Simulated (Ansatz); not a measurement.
# TiSe2: the cost of one run

Method: DFT PBE, scalar-relativistic, plane waves, PAW, in Ansatz 0.2.0.

A COD entry behind a cell of this session may itself be a prediction, so a difference from it is no test against experiment.

The runs add the D3(BJ) dispersion term to the functional named.

## (1) Starting point

Symmetry: P-3m1, No. 164, trigonal system. The conventional cell has a = 3.483 Å, b = 3.483 Å, c = 5.859 Å, α = 90.00°, β = 90.00°, γ = 120.00°. Ti (site symmetry -3m) has 6 Se at 2.54 Å as nearest neighbours. Se (site symmetry 3m) is surrounded by 3 Ti at 2.54 Å.

Structure file:

```cif
data_structure
_symmetry_space_group_name_H-M 'P-3m1'
_symmetry_Int_Tables_number 164
_cell_length_a 3.4826
_cell_length_b 3.4826
_cell_length_c 5.8593
_cell_angle_alpha 90.000
_cell_angle_beta 90.000
_cell_angle_gamma 120.000
_cell_volume 61.54
loop_
_atom_site_label
_atom_site_type_symbol
_atom_site_symmetry_multiplicity
_atom_site_Wyckoff_symbol
_atom_site_fract_x
_atom_site_fract_y
_atom_site_fract_z
_atom_site_occupancy
Ti1 Ti 1 a 0.00000 0.00000 0.00000 1
Se1 Se 2 d 0.33333 0.66667 0.26494 1
```

This cell comes from an earlier session at PBE: 20.514 Å³/atom at 0.01 GPa, on a 12×12×6 mesh.

## (2) Ferromagnetic, larger cell

Contents of input.yaml:

```yaml
crystal:
  lattice:
    - [3.4825719583, 0.0, 0.0]
    - [-1.7412859791, 3.0159957864, 0.0]
    - [0.0, 0.0, 11.7186683199]
  atoms:
    - { symbol: Ti, position: [0.0, 0.0, 0.0], spin: 1.0 }
    - { symbol: Se, position: [0.3333333333, 0.6666666667, 0.1324681575] }
    - { symbol: Se, position: [0.6666666667, 0.3333333333, 0.3675318425] }
    - { symbol: Ti, position: [0.0, 0.0, 0.5], spin: 1.0 }
    - { symbol: Se, position: [0.3333333333, 0.6666666667, 0.6324681575] }
    - { symbol: Se, position: [0.6666666667, 0.3333333333, 0.8675318425] }
basis:
  ecutwfc: 420
  ecutrho_ratio: 4
kpoints:
  mp_grid: { grid: [10, 10, 4] }
hamiltonian:
  xc: pbe
  dispersion: d3bj
scf:
  occupations: { method: gaussian, width: 0.05 }
  lower_state_search: "off"
output:
  forces: true
  stress: true
  eigenvalues: true
  populations: true
magnetization:
  spin_polarized: true
```

The run is started by

```console
ansatz run input.yaml --threads 4 --pin off --max-ram 10240MiB --backend cpu --events-out ev --progress --plain --runs-dir out
```

**Question.** How long does this run take on 4 threads of Arm Neoverse V2, shared host, and how much memory does it need?

About 14 s, with a peak of 0.79 GiB.
